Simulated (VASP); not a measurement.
# BaS (Fm-3m) in VASP: single point with PBE

Aim: the single point of BaS with PBE.

All numbers are computed with VASP 6.6.1; they aren't measurements. Logs are shortened: lines on timing, memory, paths and dates and some standing lists are left out, and cuts for length are marked.

**Experimental background.**

A printed reference work, monograph, original work of 1988 reports, for a bulk crystal of BaS at 2 K: band gap 3.806 eV (indirect).

The results are compared with them further down.

## Step 1: The cell of the first run

It takes space group Fm-3m (No. 225, cubic). The conventional cell has a = 6.377 Å, b = 6.377 Å, c = 6.377 Å, α = 90.00°, β = 90.00°, γ = 90.00°. Within 4.2 Å of S (site symmetry m-3m) lie 6 Ba at 3.19 Å. Within 4.2 Å of Ba (site symmetry m-3m) lie 6 S at 3.19 Å.

## Step 2: Single point, PBE

INCAR

```
PREC = Accurate
ENCUT = 520
EDIFF = 1E-6
ISMEAR = 0
SIGMA = 0.053
LREAL = F
LASPH = T
NELM = 80
ALGO = Normal
ISIF = 2
LWAVE = F
LCHARG = F
GGA = PE
NBANDS = 15
```

KPOINTS

```
Automatic mesh
0
Gamma
  7 7 7
```

POSCAR

```
BaS
1.0
    0.0000000000      3.1884190000      3.1884190000
    3.1884190000      0.0000000000      3.1884190000
    3.1884190000      3.1884190000      0.0000000000
S Ba
1 1
Direct
    0.5000000000      0.5000000000      0.5000000000
    0.0000000000      0.0000000000      0.0000000000
```

Potentials or basis: VASP PAW PBE potentials, release 64 (S, Ba_sv).

Started as:

```sh
> cat potpaw_PBE.64/S/POTCAR potpaw_PBE.64/Ba_sv/POTCAR > POTCAR
> mpirun -np 1 vasp_std > vasp.out
```

OUTCAR:

```text
PREC = Accurate
   ENCUT = 520
   EDIFF = 1E-6
   ISMEAR = 0
   LREAL = F
   LASPH = T
   NELM = 80
   ISIF = 2
   GGA = PE

 ion  position               nearest neighbor table
   1  0.500  0.500  0.500-   2 3.19   2 3.19   2 3.19   2 3.19   2 3.19   2 3.19
   2  0.000  0.000  0.000-   1 3.19   1 3.19   1 3.19   1 3.19   1 3.19   1 3.19

  LATTYP: Found a face centered cubic cell.
 ALAT       =     6.3768380000

  Lattice vectors:

 A1 = (   0.0000000000,   3.1884190000,   3.1884190000)
 A2 = (   3.1884190000,   0.0000000000,   3.1884190000)
 A3 = (   3.1884190000,   3.1884190000,   0.0000000000)

Analysis of symmetry for initial positions (statically):
=====================================================================
 Subroutine PRICEL returns:
 Original cell was already a primitive cell.

 Routine SETGRP: Setting up the symmetry group for a
 face centered cubic supercell.

 Subroutine GETGRP returns: Found 48 space group operations
 (whereof 48 operations were pure point group operations)
 out of a pool of 48 trial point group operations.

The static configuration has the point symmetry O_h .

Analysis of symmetry for dynamics (positions and initial velocities):
=====================================================================
 Subroutine PRICEL returns:
 Original cell was already a primitive cell.

 Routine SETGRP: Setting up the symmetry group for a
 face centered cubic supercell.

 Subroutine GETGRP returns: Found 48 space group operations
 (whereof 48 operations were pure point group operations)
 out of a pool of 48 trial point group operations.

The dynamic configuration has the point symmetry O_h .

 Subroutine INISYM returns: Found 48 space group operations
 (whereof 48 operations are pure point group operations),
 and found     1 'primitive' translations

----------------------------------------------------------------------------------------

                                     Primitive cell

  volume of cell :      64.8270

  direct lattice vectors                    reciprocal lattice vectors
     0.000000000  3.188419000  3.188419000    -0.156817532  0.156817532  0.156817532
     3.188419000  0.000000000  3.188419000     0.156817532 -0.156817532  0.156817532
     3.188419000  3.188419000  0.000000000     0.156817532  0.156817532 -0.156817532

  length of vectors
     4.509105392  4.509105392  4.509105392     0.271615934  0.271615934  0.271615934

  position of ions in fractional coordinates (direct lattice)
     0.500000000  0.500000000  0.500000000
     0.000000000  0.000000000  0.000000000

  ion indices of the primitive-cell ions
   primitive index   ion index
                 1           1
                 2           2

----------------------------------------------------------------------------------------

 KPOINTS: Automatic mesh

Automatic generation of k-mesh.
 Grid dimensions read from file:
 generate k-points for:    7    7    7

 Generating k-lattice:

  Cartesian coordinates                     Fractional coordinates (reciprocal lattice)
    -0.022402505  0.022402505  0.022402505     0.142857143  0.000000000  0.000000000
     0.022402505 -0.022402505  0.022402505     0.000000000  0.142857143  0.000000000
     0.022402505  0.022402505 -0.022402505     0.000000000  0.000000000  0.142857143

  Length of vectors
     0.038802276  0.038802276  0.038802276

  Shift w.r.t. Gamma in fractional coordinates (k-lattice)
     0.000000000  0.000000000  0.000000000

 Subroutine IBZKPT returns following result:
 ===========================================

 Found     20 irreducible k-points:

 Following reciprocal coordinates:
            Coordinates               Weight
  0.000000  0.000000  0.000000      1.000000
  0.142857  0.000000  0.000000      8.000000
  0.285714  0.000000  0.000000      8.000000
  0.428571  0.000000  0.000000      8.000000
  0.142857  0.142857  0.000000      6.000000
  0.285714  0.142857  0.000000     24.000000
[... 12 lines left out ...]
 -0.428571  0.428571  0.142857     24.000000
 -0.285714  0.428571  0.142857     24.000000
   k-points           NKPTS =     20   k-points in BZ     NKDIM =     20   number of bands    NBANDS=     15
   number of dos      NEDOS =    301   number of ions     NIONS =      2
   total plane-waves  NPLWV =  46656
   dimension x,y,z NGX =    36 NGY =   36 NGZ =   36
   dimension x,y,z NGXF=    72 NGYF=   72 NGZF=   72
   ions per type =               1   1
   NGX,Y,Z   is equivalent  to a cutoff of  13.27, 13.27, 13.27 a.u.
   NGXF,Y,Z  is equivalent  to a cutoff of  26.55, 26.55, 26.55 a.u.
 SYSTEM =  unknown system
   PREC   = accura    normal or accurate (medium, high low for compatibility)
   ISTART =      0    job   : 0-new  1-cont  2-samecut
   ICHARG =      2    charge: 1-file 2-atom 10-const
   ISPIN  =      1    spin polarized calculation?
   LNONCOLLINEAR =      F non collinear calculations
   LSORBIT =      F    spin-orbit coupling
   LASPH  =      T    aspherical Exc in radial PAW
   ENCUT  =  520.0 eV  38.22 Ry    6.18 a.u.   8.38  8.38  8.38*2*pi/ulx,y,z
   NELM   =     80;   NELMIN=  2; NELMDL= -5     # of ELM steps
   EDIFF  = 0.1E-05   stopping-criterion for ELM
   LREAL  =      F    real-space projection
   EDIFFG = 0.1E-04   stopping-criterion for IOM
   NSW    =      0    number of steps for IOM
   IBRION =     -1    ionic relax: 0-MD 1-quasi-New 2-CG
   NFREE  =      0    steps in history (QN), initial steepest desc. (CG)
   ISIF   =      2    stress and relaxation
   ISYM   =      2    0-nonsym 1-usesym 2-fastsym
   POTIM  = 0.5000    time-step for ionic-motion
   TEBEG  =    0.0;   TEEND  =   0.0 temperature during run
   PSTRESS=    0.0 pullay stress
   NELECT =      16.0000    total number of electrons
   NUPDOWN=      -1.0000    fix difference up-down
   EMIN   =  10.00;   EMAX   =-10.00  energy-range for DOS
   EFERMI =   0.00;   METHOD = LEGACY
   ISMEAR =     0;   SIGMA  =   0.05  broadening in eV -4-tet -1-fermi 0-gaus
   EFERMI_NEDOS =   21; number of points for ismear=-14 and -15
   IALGO  =     38    algorithm
   IMIX   =      4    mixing-type and parameters
     AMIX     =   0.40;   BMIX     =  1.00
     AMIX_MAG =   1.60;   BMIX_MAG =  1.00
  volume/ion in A,a.u.               =      32.41       218.74
  Fermi-wavevector in a.u.,A,eV,Ry     =   1.026903  1.940565 14.347750  1.054530
  Thomas-Fermi vector in A             =   2.160820
   LORBIT       =      0    0 simple, 1 ext, 2 COOP (PROOUT), +10 PAW based schemes
   GGA     = PE    functional components
   LHFCALC =     F    Hartree Fock is set to
   AEXX    =    0.0000 exact exchange contribution
   IVDW    =     0    specifies the selected vdW correction
   LEPSILON=     F    determine dielectric tensor
   LRPA    =     F    only Hartree local field effects (RPA)
 non-spin polarized calculation
 Gauss-broadening in eV      SIGMA  =   0.05
  energy-cutoff  :      520.00
  volume of cell :       64.83
 maximum number of plane-waves:      1807
 NGX is ok and might be reduce to    36
   NGX = 17   NGY = 17   NGZ = 17

 number of electron      16.0000001 magnetization

 Free energy of the ion-electron system (eV)
  ---------------------------------------------------
  ext. energy  EPLUGINS =         0.00000000
  ---------------------------------------------------
  free energy    TOTEN  =       -10.18153140 eV

  energy without entropy =      -10.18153140  energy(sigma->0) =      -10.18153140

 E-fermi :   1.7475     XC(G=0):  -8.6467

 val. band max:        1.4799497777   @ k =   0.0000   0.0000   0.0000
 cond. band min:       3.6383026004   @ k =   0.4286   0.4286   0.0000
 fundamental gap:      2.1583528226
 Fermi energy:         1.7475234123

 k-point     1 :       0.0000    0.0000    0.0000
  band No.  band energies     occupation
      1     -24.5787      2.00000
      2      -9.6338      2.00000
      3      -9.6338      2.00000
      4      -9.6338      2.00000
      5      -8.8882      2.00000
      6       1.4799      2.00000
      7       1.4799      2.00000
      8       1.4799      2.00000
      9       5.1042      0.00000
     10       5.3492      0.00000
     11       5.3492      0.00000
     12       5.3492      0.00000
     13       6.2802      0.00000
     14       6.2802      0.00000
     15      10.2235      0.00000

 k-point     2 :       0.1429    0.0000    0.0000
  band No.  band energies     occupation
      1     -24.5702      2.00000
      2     -10.0120      2.00000
      3      -9.6412      2.00000
      4      -9.6412      2.00000
      5      -8.4926      2.00000
      6       0.9673      2.00000
      7       1.2119      2.00000
      8       1.2119      2.00000
      9       5.3658      0.00000
     10       5.6539      0.00000
     11       5.6539      0.00000
     12       5.8613      0.00000
     13       6.8696      0.00000
     14       6.8696      0.00000
     15      11.0272      0.00000

 k-point     3 :       0.2857    0.0000    0.0000
  band No.  band energies     occupation
      1     -24.5508      2.00000
      2     -10.4864      2.00000
      3      -9.6577      2.00000
      4      -9.6577      2.00000
      5      -7.9759      2.00000
      6       0.1317      2.00000
      7       0.7340      2.00000
      8       0.7340      2.00000
      9       5.7219      0.00000
     10       6.4911      0.00000
     11       6.4911      0.00000
     12       7.2150      0.00000
     13       8.2833      0.00000
     14       8.2833      0.00000
     15      12.0984      0.00000
[... 271 lines left out ...]
 k-point    19 :      -0.4286    0.4286    0.1429
  band No.  band energies     occupation
      1     -24.5214      2.00000
      2     -10.2477      2.00000
      3      -9.9081      2.00000
      4      -9.8763      2.00000
      5      -8.3644      2.00000
      6       0.6163      2.00000
      7       0.8575      2.00000
      8       1.1345      2.00000
      9       4.4694      0.00000
     10       7.3278      0.00000
     11       7.6785      0.00000
     12       8.6381      0.00000
     13       8.8518      0.00000
     14       9.5850      0.00000
     15      10.9434      0.00000

 k-point    20 :      -0.2857    0.4286    0.1429
  band No.  band energies     occupation
      1     -24.5200      2.00000
      2     -10.2861      2.00000
      3     -10.0015      2.00000
      4      -9.8527      2.00000
      5      -8.2034      2.00000
      6       0.3317      2.00000
      7       0.8908      2.00000
      8       0.9639      2.00000
      9       5.4152      0.00000
     10       6.3333      0.00000
     11       7.9196      0.00000
     12       8.5867      0.00000
     13       8.7301      0.00000
     14      10.6864      0.00000
     15      11.7057      0.00000

------------------------ aborting loop because EDIFF is reached ----------------------------------------

  FORCE on cell =-STRESS in cart. coord.  units (eV):
  Direction    XX          YY          ZZ          XY          YZ          ZX
  --------------------------------------------------------------------------------------
  -------------------------------------------------------------------------------------
  Total        0.6750977      0.6750977      0.6750977      0.0000000      0.0000000     -0.0000000
  in kB       16.6848007     16.6848007     16.6848007      0.0000000      0.0000000     -0.0000000
  external PRESSURE =      16.6848007 kB  Pullay stress =       0.0000000 kB

 VOLUME and BASIS-vectors are now :
 -----------------------------------------------------------------------------
  energy-cutoff  :      520.00
  volume of cell :       64.83
      direct lattice vectors                 reciprocal lattice vectors
     0.000000000  3.188419000  3.188419000    -0.156817532  0.156817532  0.156817532
     3.188419000  0.000000000  3.188419000     0.156817532 -0.156817532  0.156817532
     3.188419000  3.188419000  0.000000000     0.156817532  0.156817532 -0.156817532

 POSITION                                       TOTAL-FORCE (eV/Angst)
 -----------------------------------------------------------------------------------
      3.18842      3.18842      3.18842         0.000000      0.000000      0.000000
      0.00000      0.00000      0.00000         0.000000      0.000000     -0.000000
 -----------------------------------------------------------------------------------
    total drift:                                0.000000      0.000000      0.000000

  FREE ENERGIE OF THE ION-ELECTRON SYSTEM (eV)
  ---------------------------------------------------
  free  energy   TOTEN  =       -10.1815314042 eV

  energy  without entropy=      -10.1815314042  energy(sigma->0) =      -10.18153140
```

It took 22 s on 1 thread of AMD EPYC 7R43 (Zen 3), shared host; peak memory 0.17 GiB.

Results:

```yaml
Free_energy: -10.1815 eV
Pressure: 1.7 GPa
Band_gap_on_the_k_mesh: 2.16 eV, indirect (least direct gap 2.30 eV)
```

Levels at points of the mesh, in eV from the valence-band top:
```tsv
k point	band 4	band 5	band 6	band 7	band 8	band 9	band 10	band 11	band 12	band 13
(0.00, 0.00, 0.00)	-11.11	-10.37	0.00	0.00	0.00	3.62	3.87	3.87	3.87	4.80
```

Caveat: spin-orbit coupling is left out, which moves the levels of the heavy elements.

## Step 3: Comparison with measurements

Step 2. Measured gap of BaS: 3.806 eV (indirect; 2 K; a printed reference work, monograph, original work of 1988). This calculation gives 2.16 eV (-1.65 eV). Spin-orbit coupling on Ba is left out. The value is that of PBE on a finite k mesh, which can miss the band edges, without temperature or zero-point motion. Semilocal functionals fall short of measured gaps as a rule.
